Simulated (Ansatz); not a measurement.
**How CdS answers to pressure**

```yaml
crystal:
  lattice:
    - [4.13480, 0.00000, 0.00000]
    - [-2.06740, 3.58084, 0.00000]
    - [0.00000, 0.00000, 6.74900]
  atoms:
    - { symbol: Cd, position: [0.33333, 0.66667, 0.00000] }
    - { symbol: Cd, position: [0.66667, 0.33333, 0.50000] }
    - { symbol: S, position: [0.33333, 0.66667, 0.38500] }
    - { symbol: S, position: [0.66667, 0.33333, 0.88500] }
```

The cell is COD entry 9008862, as deposited and not checked against the literature; nothing was relaxed. It differs from other determinations.

Method: Ansatz 0.2.0, DFT, PBEsol, all-electron LAPW, scalar-relativistic.

Numerical set-up: a Γ-centred 7×7×4 k mesh, Fermi–Dirac smearing of 0.01 eV, basis error target 1 meV/atom, no spin polarisation.

The cell is scaled evenly with fractional coordinates held. Semilocal gaps are too small, but their slopes carry over better.

```json
{"V/V(cell)": "0.9400", "P (GPa)": "3.65", "gap on the k mesh (eV)": "1.215"}
{"V/V(cell)": "0.9600", "P (GPa)": "2.10", "gap on the k mesh (eV)": "1.173"}
{"V/V(cell)": "0.9800", "P (GPa)": "0.71", "gap on the k mesh (eV)": "1.130"}
{"V/V(cell)": "0.9900", "P (GPa)": "0.07", "gap on the k mesh (eV)": "1.109"}
{"V/V(cell)": "1.0000", "P (GPa)": "-0.53", "gap on the k mesh (eV)": "1.087"}
{"V/V(cell)": "1.0100", "P (GPa)": "-1.10", "gap on the k mesh (eV)": "1.066"}
{"V/V(cell)": "1.0200", "P (GPa)": "-1.64", "gap on the k mesh (eV)": "1.045"}
{"V/V(cell)": "1.0400", "P (GPa)": "-2.63", "gap on the k mesh (eV)": "1.003"}
```

(1) From the rows at 0.9900 and 1.0100, what is the bulk modulus at the cell's volume?

(2) What are the gap's volume deformation potential and pressure coefficient?

(3) Predict the row at V/V(cell) = 1.0600. How far is a linear estimate of P off?

Results:

(1) B = −ΔP/Δln V = −[(-1.10) − (0.07)]/0.02000 = 58.5 GPa.

(2) dEg/dln V = (1.066 − 1.109)/0.02000 = -2.15 eV, and dEg/dP = −(dEg/dln V)/B = 37 meV/GPa: pressure widens the gap.

(3) P = -3.51 GPa, gap 0.962 eV. The linear estimate P(cell) − B ln(V/V(cell)) = -3.94 GPa misses by 0.43 GPa, since the modulus falls on expansion.
